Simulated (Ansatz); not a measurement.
Where the states of Te lie

```cif
data_structure
_symmetry_space_group_name_H-M 'P3_121'
_symmetry_Int_Tables_number 152
_cell_length_a 4.4580
_cell_length_b 4.4580
_cell_length_c 5.9250
_cell_angle_alpha 90.000
_cell_angle_beta 90.000
_cell_angle_gamma 120.000
_cell_volume 101.98
loop_
_atom_site_label
_atom_site_type_symbol
_atom_site_symmetry_multiplicity
_atom_site_Wyckoff_symbol
_atom_site_fract_x
_atom_site_fract_y
_atom_site_fract_z
_atom_site_occupancy
Te1 Te 3 a 0.74500 0.00000 0.33333 1
```

The runs use the primitive cell with vectors (4.458, 0.000, 0.000), (-2.229, 3.861, 0.000), (0.000, 0.000, 5.925) Å, to which the k mesh refers.

The cell is COD entry 1531230, as deposited and not checked against the literature; nothing was relaxed.

No spin–orbit coupling, which matters for the heavy atoms here.

These are results of Ansatz 0.2.0, DFT, PBE, all-electron LAPW, scalar-relativistic, not measurements.

Sampling and basis: a Γ-centred 9×9×6 k mesh, Fermi–Dirac smearing of 0.08 eV, basis error target 0.5 meV/atom, no spin polarisation.

States per eV and cell, averaged over 0.6 eV, from -5.9 to 3.5 eV, with energies (bin centres) from the valence-band top; empty bins are left out. The partial columns, the largest 2 alone, are projections on Löwdin-orthogonalised atomic shells (those that the program's projection atoms carry: the occupied ones and, for some elements, an empty d or f shell; other empty shells have no column), summed over atoms of an element. Weights on diffuse s and p shells depend on that basis and aren't pure angular character.

| E (eV) | total | Te 5p | Te 5s |
| --- | --- | --- | --- |
| -5.7 | 0.25 | 0.24 | 0.00 |
| -5.1 | 2.12 | 2.06 | 0.04 |
| -4.5 | 2.99 | 2.87 | 0.09 |
| -3.9 | 1.84 | 1.72 | 0.10 |
| -3.3 | 2.59 | 2.41 | 0.15 |
| -2.7 | 1.52 | 1.41 | 0.09 |
| -2.1 | 2.20 | 2.06 | 0.11 |
| -1.5 | 3.19 | 2.98 | 0.15 |
| -0.9 | 2.74 | 2.57 | 0.12 |
| -0.3 | 0.57 | 0.52 | 0.03 |
| 0.3 | 0.02 | 0.02 | 0.00 |
| 0.9 | 2.65 | 2.35 | 0.15 |
| 1.5 | 2.53 | 2.26 | 0.09 |
| 2.1 | 2.73 | 2.45 | 0.06 |
| 2.7 | 1.49 | 1.35 | 0.02 |
| 3.3 | 0.62 | 0.48 | 0.01 |

Task: Which of the resolved shells contributes most in the top eV of the valence band?

Result: Te 5p, with 93 % of all states there; Te 5s follows with 5 %.
